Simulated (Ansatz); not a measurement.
# I under changes of volume

One of the cells (40.553 Å³/atom); the others are scaled copies at fixed shape and fractional positions:

```
CELL_PARAMETERS angstrom
0.00000 2.36560 3.90984
2.19225 0.00000 3.90984
2.19225 2.36560 0.00000
ATOMIC_POSITIONS crystal
I 0.00000 0.00000 0.00000
```

- Program: Ansatz 0.2.0
- Functional: LDA
- Potentials or basis: Ansatz PAW
- Cutoff: 420 eV (not typed: the program's choice for these potentials)
- k mesh: 9 × 9 × 9
- Occupations: fermi-dirac, width 0.05 eV
- Spin: no spin polarisation

```tsv
volume (Å³/atom)	energy over the lowest point (meV/atom)	pressure (GPa)
38.120	0.00	-0.7
38.931	5.33	-1.3
39.742	13.53	-1.9
40.553	24.24	-2.3
41.364	37.14	-2.7
42.175	?	?
42.986	68.34	-3.4
```

**Question.** What does the run at 42.175 Å³/atom give?

**Answer.** Energy over the lowest point 51.92 meV/atom; pressure -3.1 GPa.

Worked out: A Birch-Murnaghan fit of order 3 (a polynomial in V^(-2/3)) to the other rows has its minimum at 37.26 Å³/atom, just outside them, with B0 = V·E''(V) = 35 GPa and B' = 5.3 at fixed shape and positions, which overstates the stiffness. It gives 51.92 meV/atom at 42.175 Å³/atom, against the run's 51.92, and -dE/dV = -3.1 GPa, against -3.1.

Energies are extrapolated to zero smearing.

Caveats: an odd number of electrons without spin polarisation forces a metal; a magnetic or distorted state may lie lower; the PAW data sets come from PBE, with cores solved anew for the run's functional, which leaves a small shift of forces and pressure.
